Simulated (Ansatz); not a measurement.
Starting cell, Li₂O (anti-fluorite):

```yaml
crystal:
  lattice:
    - [0.00000, 2.28997, 2.28997]
    - [2.28997, 0.00000, 2.28997]
    - [2.28997, 2.28997, 0.00000]
  atoms:
    - { symbol: O, position: [0.00000, 0.00000, 0.00000] }
    - { symbol: Li, position: [0.25000, 0.25000, 0.25000] }
    - { symbol: Li, position: [0.75000, 0.75000, 0.75000] }
```

Scan: atom 1 (O, nearest neighbour Li at 1.983 Å; its periodic images, 3.2 Å or more away, move with it) is displaced along Cartesian [111], direction (0.577, 0.577, 0.577) in Cartesian axes, by s. The other atoms stay.

Calculation: PBEsol (plane waves to 420 eV, PAW, scalar-relativistic; Ansatz, an electronic-structure program). k mesh 10×10×10 (Γ-centred), Fermi-Dirac smearing 0.05 eV. E stands for the smeared free energy. Left out: 2 of 11 points, with atoms too close for the PAW data. Li2O was relaxed with its symmetry unable to fall. ΔE is measured from the undisplaced structure.

The scan covers s from -0.472 to 0.472 Å in 9 points.

### Question
Is the energy the same for equal positive and negative displacements?

### Answer
Even: the same for both signs. With its periodic images moving along, the atom's site symmetry in this cell is m-3m.

### Question
What force acts on the atom along the line at s = -0.472 Å?

### Answer
4.93 eV/Å.

### Question
What is the energy change at s = 0.472 Å?

### Answer
858 meV/cell.

### Question
What is the force constant k = d²E/ds² of this move at s = 0?

### Answer
5.36 eV/Å².

(A displaced cell: forces are minus the slopes of the energy, force constants its curvatures, and phonons follow from these.)
